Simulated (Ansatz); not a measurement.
Crystal: W.

```
CELL_PARAMETERS angstrom
0.00000 2.03000 2.03000
2.03000 0.00000 2.03000
2.03000 2.03000 0.00000
ATOMIC_POSITIONS crystal
W 0.00000 0.00000 0.00000
```

This isn't the form of W at room conditions, which is bcc.

| Quantity | Value |
| --- | --- |
| Program | Ansatz 0.2.0 |
| Task | relaxation of cell and atoms |
| Functional | LDA |
| Potentials or basis | Ansatz PAW |
| Cutoff | 420 eV (not typed: the program's choice for these potentials) |
| k mesh | 11 × 11 × 11 |
| Occupations | fermi-dirac, width 0.05 eV |
| Spin | no spin polarisation |

At the start: volume 16.73 Å³/atom.

Task: Where does the relaxation end?

Result: It ends after 5 steps and the volume is 15.72 Å³/atom (-6.0 %); space group Fm-3m (No. 225, to 0.05 Å).

The path:
```csv
step,energy change (eV),largest force (eV/Å),volume (Å³)
1,0.0000,0.0000,16.73
2,-0.0582,0.0000,15.83
3,-0.0590,0.0000,15.71
4,-0.0590,0.0000,15.72
5,-0.0588,0.0000,15.72
```

Final structure:
```
W
1.0
     0.00000    1.98822    1.98822
     1.98822    0.00000    1.98822
     1.98822    1.98822    0.00000
W
1
Direct
  0.00000 0.00000 0.00000
```

Caveat: the plane-wave basis is chosen anew once the cell has moved, so the energies of steps on either side of that aren't comparable; the PAW data sets come from PBE, with cores solved anew for the run's functional, which leaves a small shift of forces and pressure.
